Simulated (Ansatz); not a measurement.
RbBr:

```
Rb Br
1.0
     0.00000    3.42700    3.42700
     3.42700    0.00000    3.42700
     3.42700    3.42700    0.00000
Rb Br
1 1
Direct
  0.00000 0.00000 0.00000
  0.50000 0.50000 0.50000
```

Base run:

| Item | Value |
| --- | --- |
| Program | Ansatz 0.2.0 |
| Functional | HSE(alpha, omega) |
| Potentials or basis | all-electron PAW datasets made for the crystal |
| Cutoff | 220 eV (chosen from the basis error) |
| k mesh | 4 × 4 × 4 |
| Occupations | fermi-dirac, width 0.05 eV |
| Spin | no spin polarisation |

Its results: band gap on the k mesh 5.55 eV, direct; pressure 0.8 GPa.

**Question.** The run is repeated on the same cell with these changes: screening of exact exchange from 0.2 1/A to 0.6 1/A. What comes out?

**Answer.** Band gap on the k mesh 4.84 eV, direct; pressure 0.8 GPa.

